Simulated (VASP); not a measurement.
A run of VASP 6.6.1 is set up as follows.

The input INCAR:

```
  ALGO = Fast
  EDIFF = 1E-6
  ENCUT = 520
  GGA = PS
  ISIF = 2
  ISMEAR = 0
  LASPH = True
  LCHARG = False
  LREAL = False
  LWAVE = False
  NBANDS = 24
  NELM = 100
  PREC = Accurate
  SIGMA = 0.05
```

The input KPOINTS:

```
k-points
0
Gamma
  6 6 6
```

POSCAR

```
KMgF3
1.0
    3.9859000000      0.0000000000      0.0000000000
    0.0000000000      3.9859000000      0.0000000000
    0.0000000000      0.0000000000      3.8264640000
K Mg F
1 1 3
Direct
    0.5000000000      0.5000000000      0.5000000000
    0.0000000000      0.0000000000      0.0000000000
    0.5000000000      0.0000000000      0.0000000000
    0.0000000000      0.5000000000      0.0000000000
    0.0000000000      0.0000000000      0.5000000000
```

Potentials or basis: VASP PAW PBE potentials, release 64 (K_sv, Mg, F).

The run is started by

```console
$ cat potpaw_PBE.64/K_sv/POTCAR potpaw_PBE.64/Mg/POTCAR potpaw_PBE.64/F/POTCAR > POTCAR
$ mpirun -np 1 vasp_std > vasp.out
```

(1) What does it give for the pressure?

(2) Estimate the band gap on the k mesh.

Results:

(1) 3.5 GPa.

(2) 7.41 eV, indirect (least direct gap 7.75 eV).

Caveat: the PAW data sets were made with another functional, which shifts forces and pressure a little.
